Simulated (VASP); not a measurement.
## TiH: single point with LDA

Crystal: TiH.

```xyz
4
Lattice="2.8776 0.0000 0.0000 -1.4388 2.4921 0.0000 0.0000 0.0000 5.2633" Properties=species:S:1:pos:R:3 pbc="T T T"
Ti    0.0000    0.0000    2.6316
Ti    0.0000    0.0000    0.0000
H     0.0000    1.6614    1.3158
H     1.4388    0.8307    3.9475
```

The cell comes from a database or a generator and needn't be the stable form of this composition.

| Item | Value |
| --- | --- |
| Program | VASP 6.6.1 |
| Task | single point |
| Functional | LDA |
| Potentials or basis | VASP PAW LDA potentials, release 64 (Ti_pv, H) |
| Cutoff | 520 eV |
| k mesh | 11 × 11 × 5 |
| Occupations | gaussian, width 0.02 eV |
| Spin | no spin polarisation |

| Item | Value |
| --- | --- |
| Pressure | -9.0 GPa |
| Band gap on the k mesh | none (metal or under the smearing width) |

Stress tensor (GPa, compression positive):
```
-9.51  0.00  0.00
 0.00 -9.51  0.00
 0.00  0.00 -7.87
```

Levels at points of the mesh, in eV from the Fermi level:
```
           k point  band 7  band 8  band 9  band 10  band 11  band 12  band 13  band 14  band 15
(0.00, 0.00, 0.00)   -9.41   -5.66   -2.76    -1.67     0.36     0.36     1.06     1.06     1.32
```

Run time: 23 s on 1 thread of Intel(R) Xeon(R) Platinum 8488C (Sapphire Rapids) (shared host), peak memory 0.15 GiB.
